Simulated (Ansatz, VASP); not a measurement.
# BAs in two plane-wave programs

Wanted: the spread between two codes on one cell, functional and k mesh. The cell is taken from a series of VASP runs on this material, whose earlier steps may have relaxed, scaled or displaced it; both programs get it as it stands.

Method: plane waves, with VASP 6.6.1 beside it; band structure at HSE06, in Ansatz 0.2.0.

**1. The structure**

Symmetry: F-43m, No. 216, cubic system. Conventional cell: a = 4.780 Å, b = 4.780 Å, c = 4.780 Å, α = 90.00°, β = 90.00°, γ = 90.00°. Nearest to B lie 4 As at 2.07 Å. Nearest to As lie 4 B at 2.07 Å. Farther neighbours are not listed.

Structure file:

```cif
data_structure
_symmetry_space_group_name_H-M 'F-43m'
_symmetry_Int_Tables_number 216
_cell_length_a 4.7797
_cell_length_b 4.7797
_cell_length_c 4.7797
_cell_angle_alpha 90.000
_cell_angle_beta 90.000
_cell_angle_gamma 90.000
_cell_volume 109.19
loop_
_atom_site_label
_atom_site_type_symbol
_atom_site_symmetry_multiplicity
_atom_site_Wyckoff_symbol
_atom_site_fract_x
_atom_site_fract_y
_atom_site_fract_z
_atom_site_occupancy
B1 B 4 a 0.00000 0.00000 0.00000 1
As1 As 4 d 0.25000 0.25000 0.75000 1
```

**2. VASP: band structure, HSE06**

Levels along a path test the potential and the projectors away from the mesh points.

Lines of VASP's logs that name or quote its potential files are left out, and so is its time.

The run reads the wave functions of an earlier VASP run, which isn't shown here.

The input, INCAR:

```
SYSTEM = BAs
PREC = Accurate
ENCUT = 420
EDIFF = 1E-06
NELM = 100
ISMEAR = 0
SIGMA = 0.05
LREAL = .FALSE.
ALGO = Normal
LHFCALC = .TRUE.
AEXX = 0.25
GGA = PE
HFSCREEN = 0.2
LASPH = .TRUE.
NBANDS = 10
PRECFOCK = Fast
LORBIT = 11
LWAVE = .FALSE.
LCHARG = .FALSE.
KPAR = 2
```

The input, POSCAR:

```
BAs
1.0
    0.0000000000      2.3898420644      2.3898420644
    2.3898420644      0.0000000000      2.3898420644
    2.3898420644      2.3898420644      0.0000000000
B As
1 1
Direct
    0.0000000000      0.0000000000      0.0000000000
    0.2500000000      0.2500000000      0.2500000000
```

The input, KPOINTS:

```
Automatic mesh
0
Gamma
5 5 5
0 0 0
```

The input, KPOINTS_OPT:

```
Line mode
6
Line-mode
Reciprocal
  0.00000000   0.00000000   0.00000000 GAMMA
  0.50000000   0.00000000   0.50000000 X

  0.50000000   0.00000000   0.50000000 X
  0.50000000   0.25000000   0.75000000 W

  0.50000000   0.25000000   0.75000000 W
  0.37500000   0.37500000   0.75000000 K

  0.37500000   0.37500000   0.75000000 K
  0.00000000   0.00000000   0.00000000 GAMMA

  0.00000000   0.00000000   0.00000000 GAMMA
  0.50000000   0.50000000   0.50000000 L

  0.50000000   0.50000000   0.50000000 L
  0.62500000   0.25000000   0.62500000 U

  0.62500000   0.25000000   0.62500000 U
  0.50000000   0.25000000   0.75000000 W

  0.50000000   0.25000000   0.75000000 W
  0.50000000   0.50000000   0.50000000 L

  0.50000000   0.50000000   0.50000000 L
  0.37500000   0.37500000   0.75000000 K

  0.62500000   0.25000000   0.62500000 U
  0.50000000   0.00000000   0.50000000 X
```

Potentials, in the order of the species: B and As (PBE family, release 64).

Launch:

```
$ mpirun -np 2 vasp_std
```

Numbers of over 12 decimals in the logs are rounded to 6 here.

Log:

```text
[banner, memory and clock lines left out]
running    2 mpi-ranks, on    1 nodes
 distrk:  each k-point on    1 cores,    2 groups
 distr:  one band on    1 cores,    1 groups

 POSCAR found type information on POSCAR B As
 POSCAR found :  2 types and       2 ions
 LDA part: xc-table for (Slater+PW92), standard interpolation
 found WAVECAR, reading the header
 POSCAR, INCAR and KPOINTS ok, starting setup
 FFT: planning ... GRIDC
 FFT: planning ... GRID_SOFT
 FFT: planning ... GRID
 reading WAVECAR
 the WAVECAR file was read successfully
 initial charge from wavefunction
 entering main loop
       N       E                     dE             d eps       ncg     rms          rms(c)
DAV:   1    -0.132408029291E+02   -0.13241E+02   -0.26736E-01   200   0.373E+00    0.195E+00
DAV:   2    -0.132404770946E+02    0.32583E-03   -0.27316E-03   224   0.397E-01    0.122E+00
DAV:   3    -0.132398826180E+02    0.59448E-03   -0.16236E-03   222   0.175E-01    0.682E-01
DAV:   4    -0.132398315702E+02    0.51048E-04   -0.35012E-04   222   0.862E-02    0.369E-01
DAV:   5    -0.132398066779E+02    0.24892E-04   -0.27407E-05   218   0.294E-02    0.209E-01
DAV:   6    -0.132397983394E+02    0.83384E-05   -0.11804E-05   228   0.196E-02    0.119E-01
DAV:   7    -0.132397972273E+02    0.11121E-05   -0.35012E-06   206   0.108E-02    0.679E-02
DAV:   8    -0.132397971804E+02    0.46851E-07   -0.62336E-07   112   0.507E-03
   1 F= -.13239797E+02 E0= -.13239797E+02  d E =-.460918E-19
 Start KPOINTS_OPT (optional k-point list driver)
k-point batch [1-10\60]
       N       E                     dE             ncg
DAV:   1     0.153842161203E+03   -0.20516E+04      200
DAV:   2    -0.790139620261E+02   -0.23286E+03      302
DAV:   3    -0.911970377415E+02   -0.12183E+02      256
DAV:   4    -0.912869844790E+02   -0.89947E-01      258
DAV:   5    -0.912877846888E+02   -0.80021E-03      268
DAV:   6    -0.912877864624E+02   -0.17736E-05      250
DAV:   7    -0.912877864684E+02   -0.60504E-08      242
[...]
k-point batch [51-60\60]
       N       E                     dE             ncg
DAV:   1     0.638876305496E+02   -0.28938E+04      200
DAV:   2    -0.155268231264E+03   -0.21916E+03      248
DAV:   3    -0.164199433578E+03   -0.89312E+01      274
DAV:   4    -0.164260241868E+03   -0.60808E-01      248
DAV:   5    -0.164260487301E+03   -0.24543E-03      276
DAV:   6    -0.164260487702E+03   -0.40102E-06      236
```

From OUTCAR (step 2):

```text
ion  position               nearest neighbor table
   1  0.000  0.000  0.000-   2 2.07   2 2.07   2 2.07   2 2.07
   2  0.250  0.250  0.250-   1 2.07   1 2.07   1 2.07   1 2.07

  LATTYP: Found a face centered cubic cell.
 ALAT       =     4.7796841288

 Subroutine GETGRP returns: Found 24 space group operations
 (whereof 24 operations were pure point group operations)

The static configuration has the point symmetry T_d .

 Found     10 irreducible k-points:

   k-points           NKPTS =     10   k-points in BZ     NKDIM =    125   number of bands    NBANDS=     10

   dimension x,y,z NGX =    24 NGY =   24 NGZ =   24
   dimension x,y,z NGXF=    48 NGYF=   48 NGZF=   48

   ENCUT  =  420.0 eV  30.87 Ry    5.56 a.u.   5.65  5.65  5.65*2*pi/ulx,y,z

   NELECT =       8.0000    total number of electrons

 k-points in reciprocal lattice and weights: Automatic mesh
   0.00000000  0.00000000  0.00000000       0.008
   0.20000000  0.00000000  0.00000000       0.064
   0.40000000  0.00000000  0.00000000       0.064
   0.20000000  0.20000000  0.00000000       0.048
   0.40000000  0.20000000  0.00000000       0.192
  -0.40000000  0.20000000  0.00000000       0.192
  -0.20000000  0.20000000  0.00000000       0.096
   0.40000000  0.40000000  0.00000000       0.048
  -0.40000000  0.40000000  0.00000000       0.096
  -0.40000000  0.40000000  0.20000000       0.192

  exchange ACFDT corr.  =         0.00000000  see jH, gK, PRB 81, 115126

 average (electrostatic) potential at core
       1 -23.8560       2 -45.0881

 E-fermi :   5.9929

 k-point     1 :       0.0000    0.0000    0.0000
  band No.  band energies     occupation
      1     -11.2499      2.00000
      2       5.6879      2.00000
      3       5.6879      2.00000
      4       5.6879      2.00000
      5       9.8248      0.00000
      6       9.8248      0.00000
      7       9.8248      0.00000
      8      11.5788      0.00000
      9      16.3331      0.00000
    ...

 k-point     2 :       0.2000    0.0000    0.0000
  band No.  band energies     occupation
      1     -10.5351      2.00000
      2       1.6164      2.00000
      3       4.7542      2.00000
      4       4.7542      2.00000
      5       9.8148      0.00000
      6      11.0183      0.00000
      7      11.0183      0.00000
      8      14.1274      0.00000
      9      17.9032      0.00000
    ...

 k-point     3 :       0.4000    0.0000    0.0000
  band No.  band energies     occupation
      1      -8.6657      2.00000
      2      -3.0285      2.00000
      3       3.8271      2.00000
      4       3.8271      2.00000
      5       9.3384      0.00000
      6      11.4543      0.00000
      7      11.4543      0.00000
      8      15.7644      0.00000
      9      19.0483      0.00000
    ...

  energy-cutoff  :      420.00
  volume of cell :       27.30
      direct lattice vectors                 reciprocal lattice vectors
     0.000000000  2.389842064  2.389842064    -0.209218846  0.209218846  0.209218846
     2.389842064  0.000000000  2.389842064     0.209218846 -0.209218846  0.209218846
     2.389842064  2.389842064  0.000000000     0.209218846  0.209218846 -0.209218846

 POSITION                                       TOTAL-FORCE (eV/Angst)
 -----------------------------------------------------------------------------------
      0.00000      0.00000      0.00000        -0.000000     -0.000000     -0.000000
      1.19492      1.19492      1.19492         0.000000      0.000000      0.000000
 -----------------------------------------------------------------------------------
    total drift:                                0.000001      0.000001      0.000001

  FREE ENERGIE OF THE ION-ELECTRON SYSTEM (eV)
  ---------------------------------------------------
  free  energy   TOTEN  =       -13.2397971804 eV

  energy  without entropy=      -13.2397971804  energy(sigma->0) =      -13.23979718

 total charge
# of ion       s       p       d       tot
------------------------------------------
    1        0.652   1.177   0.000   1.829
    2        1.184   1.703   0.092   2.979
--------------------------------------------------
tot          1.836   2.880   0.092   4.808

[... 3 further parts left out ...]
```

Spin-orbit coupling is off here; it would split degenerate levels, and it lifts a valence top of As p states by about 0.1 eV.

(Part 1 of 2 ends here.)

[Lines on the potential files, build, host, timing and source positions are cut from VASP's logs without a mark.]

[Logs are printed without paths, hosts, clocks, repeated set-up lines and the standing remarks that a program may print on its own settings, such as how far it seeks lower states.]

[Hosts, paths, dates, database ids (printed as entryN), source tags and the programs' standing remarks are cut or masked in the printed files.]
